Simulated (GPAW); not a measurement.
# TiO2 (C2/m) in GPAW: single point with LDA

Aim: the single point of TiO2 with LDA.

All numbers are computed with GPAW 26.7.0; they aren't measurements. Logs are shortened: lines on timing, memory, paths and dates and some standing lists are left out, and cuts for length are marked. The log counts tension as positive stress, the text compression.

### Step 1. The structure

The structure is monoclinic, space group C2/m (No. 12). Conventional cell: a = 12.307 Å, b = 3.767 Å, c = 6.616 Å, α = 90.00°, β = 106.95°, γ = 90.00°. Ti (site symmetry m) has 4 O at 1.86 to 1.94 Å as nearest neighbours. Ti (site symmetry m) has 5 O at 1.78 to 2.03 Å as nearest neighbours. O (site symmetry m) has 3 Ti at 1.94 to 2.03 Å as nearest neighbours. O (site symmetry m) is surrounded by 3 Ti at 1.96 to 2.16 Å. O (site symmetry m) has 2 Ti at 1.78 to 1.87 Å as nearest neighbours. Around O (site symmetry m) lie 2 Ti at 1.86 to 1.93 Å.

The cell comes from a database or a generator and needn't be the stable form of this composition.

### Step 2. Single point, LDA

run.py reads:

```python
from ase import Atoms
from ase.dft.bandgap import bandgap
from ase.io import write
from ase.units import GPa
from gpaw import GPAW, PW

atoms = Atoms(['Ti', 'Ti', 'Ti', 'Ti', 'O', 'O', 'O', 'O', 'O', 'O', 'O', 'O'],
              cell=[[6.1535771931, -1.8834685, 0.0],
                    [6.1535771931, 1.8834685, 0.0],
                    [-1.9283261078, 0.0, 6.3289668713]],
              scaled_positions=[[0.900071, 0.900071, 0.289602],
                                [0.195286, 0.195286, 0.283762],
                                [0.099929, 0.099929, 0.710398],
                                [0.804714, 0.804714, 0.716238],
                                [0.361931, 0.361931, 0.293397],
                                [0.2634885, 0.2634885, 0.6525],
                                [0.8671885, 0.8671885, 0.995291],
                                [0.7365115, 0.7365115, 0.3475],
                                [0.9416475, 0.9416475, 0.630021],
                                [0.1328115, 0.1328115, 0.004709],
                                [0.638069, 0.638069, 0.706603],
                                [0.0583525, 0.0583525, 0.369979]],
              pbc=True)

calc = GPAW(mode=PW(600),
            xc='LDA',
            kpts={'size': (3, 3, 2), 'gamma': True},
            occupations={'name': 'fermi-dirac', 'width': 0.05},
            nbands=82,
            maxiter=120,
            txt='gpaw.txt')
atoms.calc = calc
energy = atoms.get_potential_energy()
forces = atoms.get_forces()
stress = atoms.get_stress()
calc.write('gs.gpw')
write('result.traj', atoms)
print(f'Energy: {energy:.6f} eV')
print('Forces (eV/A):')
print(forces.round(4))
print('Stress (GPa):', (stress / GPa).round(3))
print('Fermi level:', round(calc.get_fermi_level(), 4), 'eV')
print(f'Gap: {bandgap(calc)[0]:.4f} eV, direct: {bandgap(calc, direct=True)[0]:.4f} eV')
```

Potentials or basis: the program's PAW data sets (release 1.2.1) made for this functional, pw.

Run with:

```console
$ OMP_NUM_THREADS=1 python run.py
```

gpaw.txt:

```text
__  _  _
 | _ |_)|_||  |
 |__||  | ||/\| - 26.7.0

Input parameters:
  mode=PW(ecut=600.0),
  kpts=MonkhorstPack(size=(3, 3, 2), gamma=True),
  maxiter=120,
  nbands=82,
  occupations=Occupations(name='fermi-dirac', width=0.05),
  xc=XC(name='LDA')

Diagonalizing LCAO Hamiltonian
Converting LCAO to pw mode

                             O

       Ti   O          O    Ti   O

       O    Ti   O          O    Ti

           O

Atoms  # Å, Bohr magnetons
|    | symbol |         x |         y |        z |    initial magnetic moments |
|----|--------|-----------|-----------|----------|-----------------------------|
|  0 |     Ti | 10.518866 |  0.000000 | 1.832881 | ( 0.0000,  0.0000,  0.0000) |
|  1 |     Ti |  1.856229 | -0.000000 | 1.795920 | ( 0.0000,  0.0000,  0.0000) |
|  2 |     Ti | -0.140037 | -0.000000 | 4.496085 | ( 0.0000,  0.0000,  0.0000) |
|  3 |     Ti |  8.522599 | -0.000000 | 4.533047 | ( 0.0000,  0.0000,  0.0000) |
|  4 |      O |  3.888576 |  0.000000 | 1.856900 | ( 0.0000,  0.0000,  0.0000) |
|  5 |      O |  1.984561 | -0.000000 | 4.129651 | ( 0.0000,  0.0000,  0.0000) |
|  6 |      O |  8.753377 |  0.000000 | 6.299164 | ( 0.0000,  0.0000,  0.0000) |
|  7 |      O |  8.394267 |  0.000000 | 2.199316 | ( 0.0000,  0.0000,  0.0000) |
|  8 |      O | 10.374115 | -0.000000 | 3.987382 | ( 0.0000,  0.0000,  0.0000) |
|  9 |      O |  1.625451 | -0.000000 | 0.029803 | ( 0.0000,  0.0000,  0.0000) |
| 10 |      O |  6.490253 |  0.000000 | 4.472067 | ( 0.0000,  0.0000,  0.0000) |
| 11 |      O |  0.004713 | -0.000000 | 2.341585 | ( 0.0000,  0.0000,  0.0000) |

Unit cell  # Å
| periodic |         x |         y |        z |  lengths |     angles |
|----------|-----------|-----------|----------|----------|------------|
|      yes |  6.153577 | -1.883468 | 0.000000 | 6.435368 | 106.182185 |
|      yes |  6.153577 |  1.883468 | 0.000000 | 6.435368 | 106.182185 |
|      yes | -1.928326 |  0.000000 | 6.328967 | 6.616212 |  34.036290 |

Number of symmetries: 4
Symmetry operations  # r_c * U_cc + t_c -> r_c
|   | kind |            matrix            |
|---|------|------------------------------|
| 0 |  E   |  1, 0, 0,  0, 1, 0,  0, 0, 1 |
| 1 |  σ   |  0, 1, 0,  1, 0, 0,  0, 0, 1 |
| 2 |  C2  |  0,-1, 0, -1, 0, 0,  0, 0,-1 |
| 3 |  i   | -1, 0, 0,  0,-1, 0,  0, 0,-1 |

BZ-sampling:
  Number of BZ points: 18
  Number of IBZ points: 8

  Monkhorst-Pack size: [3, 3, 2]
  Monkhorst-Pack shift: [0.0, 0.0, 0.25]

K-points  # in reciprocal-cell coordinates
|   |                                coordinates |     weight |
|---|--------------------------------------------|------------|
| 0 | (  0.00000000,   0.00000000,   0.00000000) | 0.05555556 |
| 1 | (  0.00000000,   0.00000000,   0.50000000) | 0.05555556 |
| 2 | (  0.33333333,  -0.33333333,   0.00000000) | 0.11111111 |
| 3 | (  0.33333333,  -0.33333333,   0.50000000) | 0.11111111 |
| 4 | (  0.33333333,   0.00000000,   0.00000000) | 0.22222222 |
| 5 | (  0.33333333,   0.00000000,   0.50000000) | 0.22222222 |
| 6 | (  0.33333333,   0.33333333,   0.00000000) | 0.11111111 |
| 7 | (  0.33333333,   0.33333333,   0.50000000) | 0.11111111 |

Plane wave coefficients: 4918
Cutoff: 600.0 eV

Spin-components: 1 (collinear spins)
Bands:           82
Projectors:      64
Spin-degeneracy: 2
Datatype:        complex128

Parallelization:
  kpt:    1
  domain: 1
  band:   1

Density:
  Valence electrons: 96.0
  Components: 1
  Grid points: [40 40 40]
  Charge: 0.0  # |e|

Potential:
  Grid points: [40 40 40]

species:
  Ti:
    name:    Titanium
    Z:       22.0
    valence: 12
    core:    10
    charge:  0.0  # [|e|]
    compensation charges:
      type: gauss
      rc: 0.38  # [Å]
      lmax: 2
    cutoffs:
      filter: 2.23  # [Å]
      core: 1.02  # [Å]
    projectors
    | kind |    occ | energy [eV] | rcut [Å] |
    |------|--------|-------------|----------|
    |   3s |  2.000 |     -62.257 |    1.270 |
    |   4s |  2.000 |      -4.593 |    1.270 |
    |   3p |  6.000 |     -38.791 |    1.058 |
    |   4p |  0.000 |      -1.536 |    1.058 |
    |   3d |  2.000 |      -4.463 |    1.058 |
    |    d |        |      22.748 |    1.058 |

    Using partial waves for Ti as LCAO basis

  O:
    name:    Oxygen
    Z:       8.0
    valence: 6
    core:    2
    charge:  0.0  # [|e|]
    compensation charges:
      type: gauss
      rc: 0.21  # [Å]
      lmax: 2
    cutoffs:
      filter: 1.17  # [Å]
      core: 0.83  # [Å]
    projectors
    | kind |    occ | energy [eV] | rcut [Å] |
    |------|--------|-------------|----------|
    |   2s |  2.000 |     -23.752 |    0.688 |
    |   2p |  4.000 |      -9.195 |    0.598 |
    |    s |        |       3.459 |    0.688 |
    |    p |        |      18.016 |    0.598 |
    |    d |        |       0.000 |    0.619 |

    Using partial waves for O as LCAO basis

Reference energy: -108919.060784  # eV

eigensolver:
  PPCG
  Converge bands: occupied
  niter=2

density mixing:
  MSR1-Mixer
  Pratt-step length: 0.05
  Maximum mixing coefficient: 0.75
  Old densities: 10
  SVD Regularization: 0.005
  Good broyden scale: 1.0
  Trust region scale: 1.0
  Backstep threshold: 4.0
  History deletion threshold: 6.0
  Fourier metric: weight=20.0, sigma=0.015

occupation numbers:
  Fermi-Dirac:
    width: 0.0500  # eV

poisson solver:
  ecut: 4800.0  # eV

xc functional:
  name: None

convergence criteria:
- Maximum [total energy] change in last 3 cyles: 0.0005 eV / valence electron
- Maximum integral of absolute [dens]ity change: 0.0001 electrons / valence electron
- Maximum integral of absolute [eigenst]ate change: 4e-08 eV^2 / valence electron
maximum number of iterations: 120

SCF iterations
|iter     | |      energy | eigst |  dens |
|---------|-|-------------|-------|-------|
|iter:   1| | -131.773458 | +0.03 |       |
|iter:   2| | -125.903970 | -1.44 | -0.79 |
|iter:   3| | -115.158683 | -0.44 | -0.86 |
|iter:   4| | -114.390747 | -1.69 | -1.34 |
|iter:   5| | -114.232046 | -2.29 | -1.57 |
|iter:   6| | -114.193778 | -2.72 | -1.89 |
|iter:   7| | -114.173652 | -3.40 | -2.24 |
|iter:   8| | -114.172456c| -4.37 | -2.81 |
|iter:   9| | -114.172440c| -5.17 | -3.13 |
|iter:  10| | -114.172402c| -5.78 | -3.52 |
|iter:  11| | -114.172399c| -6.78 | -4.02c|
|iter:  12| | -114.172399c| -7.47c| -4.45c|

Converged in 12 steps
Energy contributions relative to reference atoms: (reference = -108919.060784)

Energy contributions:
  Kinetic:          84.820037
  Coulomb:        -108.814785
  Zero:              1.705023
  External:          0.000000
  Xc:              -91.882674
  Entropy:          -0.000000
  Spinorbit:         0.000000
  ----------------------------
  Free energy:    -114.172399
  Extrapolated:   -114.172399

dipole moment: (0.000011, -0.000000, 0.000007)  # |e|*Ang

Fermi level: 3.911
Eigenvalues  # (at kpt = [0.000, 0.000, 0.000])
| band index |      eig [eV] | occ [0-2] |
|------------|---------------|-----------|
|          0 |       -52.694 |     2.000 |
|        ... |               |           |
|         40 |         1.556 |     2.000 |
|         41 |         1.593 |     2.000 |
|         42 |         1.907 |     2.000 |
|         43 |         1.909 |     2.000 |
|         44 |         2.037 |     2.000 |
|         45 |         2.045 |     2.000 |
[... 8 lines left out ...]
|         54 |         7.120 |     0.000 |
|         55 |         7.272 |     0.000 |
|        ... |               |           |
|         81 |        20.066 |     0.000 |

Gap: 2.689 eV
Transition (v -> c):
  (s=0, k=3, n=47, [0.33, -0.33, 0.50]) -> (s=0, k=0, n=48, [0.00, 0.00, 0.00])
Direct/indirect transitions are different
Direct gap: 2.864 eV
Transition at: (s=0, k=0, n=47, [0.00, 0.00, 0.00])

Forces  # eV/Ang
|        x |        y |        z |
|----------|----------|----------|
| -0.07186 |  0.00000 | -0.01125 |  # Ti   0
|  0.05067 |  0.00000 | -0.12456 |  # Ti   1
|  0.07186 |  0.00000 |  0.01125 |  # Ti   2
| -0.05067 |  0.00000 |  0.12456 |  # Ti   3
| -0.14375 |  0.00000 | -0.03197 |  # O    4
| -0.08937 |  0.00000 | -0.00802 |  # O    5
| -0.18523 | -0.00000 | -0.07009 |  # O    6
|  0.08937 |  0.00000 |  0.00802 |  # O    7
|  0.05377 |  0.00000 | -0.06656 |  # O    8
|  0.18523 |  0.00000 |  0.07009 |  # O    9
|  0.14375 |  0.00000 |  0.03197 |  # O   10
| -0.05377 |  0.00000 |  0.06656 |  # O   11

Stress tensor  # eV/Ang^3
|         x |         y |         z |
|-----------|-----------|-----------|
|  0.101820 | -0.000000 |  0.000451 |
| -0.000000 |  0.100950 | -0.000000 |
|  0.000451 | -0.000000 |  0.104283 |

# Writing to gs.gpw (mode='')
```

It took 2.3 min on 1 thread of Arm Neoverse V1, shared host; peak memory 0.36 GiB.

The run converged, but some of its settings lie outside the range that counts as converged, so its numbers aren't taken as properties of the crystal.

Results:

- Free energy: -114.1724 eV
- Pressure: -16.4 GPa
- Largest force: 0.198 eV/Å
- Band gap on the k mesh: 2.69 eV, indirect (least direct gap 2.86 eV)

Caveat: the k mesh is coarse (spacing up to 0.58 Å⁻¹), so the values aren't converged; the cutoff is short for stress and forces, so pressures can be off by a GPa or more; an odd mesh through Γ misses points on the zone boundary, where band edges often lie; the program warned that so skewed a cell can give wrong results.
